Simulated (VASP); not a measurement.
A run of VASP 6.6.1 is set up as follows.

Contents of INCAR:

```
SYSTEM = PbSe
PREC     = Accurate       ! precision mode
ENCUT    = 520            ! plane-wave cutoff, eV
EDIFF    = 1E-6           ! SCF threshold, eV
ISMEAR   = 0              ! smearing method
SIGMA    = 0.01           ! smearing width, eV
LREAL    = .FALSE.        ! projectors in reciprocal space
LASPH    = .TRUE.         ! aspherical terms in the spheres
NELM     = 100            ! most SCF steps
ALGO     = Normal         ! electronic algorithm
ISIF     = 2              ! what is computed and relaxed
LWAVE    = .FALSE.        ! write WAVECAR
LCHARG   = .FALSE.        ! write CHGCAR
GGA      = PE             ! functional
NBANDS   = 17             ! bands
```

The input KPOINTS:

```
Automatic mesh
0
G
  8 8 8
  0 0 0
```

The input POSCAR:

```
PbSe
1.0
    0.0000000000      3.0696893610      3.0696893610
    3.0696893610      0.0000000000      3.0696893610
    3.0696893610      3.0696893610      0.0000000000
Pb Se
1 1
Direct
    0.0000000000      0.0000000000      0.0000000000
    0.5000000000      0.5000000000      0.5000000000
```

Potentials or basis: VASP PAW PBE potentials, release 64 (Pb_d, Se).

The run is started by

```console
$ cat potpaw_PBE.64/Pb_d/POTCAR potpaw_PBE.64/Se/POTCAR > POTCAR
$ mpirun -np 1 vasp_std > vasp.out
```

Task: Predict the band gap on the k mesh.

Result: 0.32 eV, direct.

Task: What does it give for the pressure?

Result: 1.9 GPa.

Caveat: spin-orbit coupling is left out, which moves the levels of the heavy elements.

**The experiment to reproduce.**

From a printed reference work, monograph, for a bulk crystal of PbSe at 4.2 K: band gap 0.15 eV (direct).

Measured gap of PbSe: 0.15 eV (direct; 4.2 K; a printed reference work, monograph). This calculation gives 0.32 eV (+0.17 eV). 2 values of this kind are on record (0.15 to 0.28 eV); this one was drawn at random. Spin-orbit coupling on Pb, Se is left out. The value is that of PBE on a finite k mesh, which can miss the band edges, without temperature or zero-point motion.
